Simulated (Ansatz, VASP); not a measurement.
**Two plane-wave programs on SiGe**

```
CELL_PARAMETERS angstrom
3.21015 0.00000 0.00000
0.00000 3.21015 0.00000
0.00000 0.00000 3.21015
ATOMIC_POSITIONS crystal
Ge 0.00000 0.00000 0.00000
Si 0.50000 0.50000 0.50000
```

The cell was built by a generator and needn't be a form met in nature.

Alike in both runs: task single point; functional r2SCAN; k mesh 6 × 6 × 6; occupations fermi-dirac, width 0.02 eV; no spin polarisation.

|  | VASP | Ansatz |
| --- | --- | --- |
| version | VASP 6.6.1 | Ansatz 0.2.0 |
| potentials or method | VASP PAW PBE potentials, release 64 (Ge_d, Si) | plane waves, PAW |
| plane-wave cutoff (eV) | 520 | 500 |
| valence electrons in the cell | 18 | 18 |

|  | VASP | Ansatz | Ansatz less VASP |
| --- | --- | --- | --- |
| pressure (GPa) | 2.1 | 2.2 | +0.07 |

Caveats: the PAW data sets were made with another functional, which shifts forces and pressure a little (VASP).
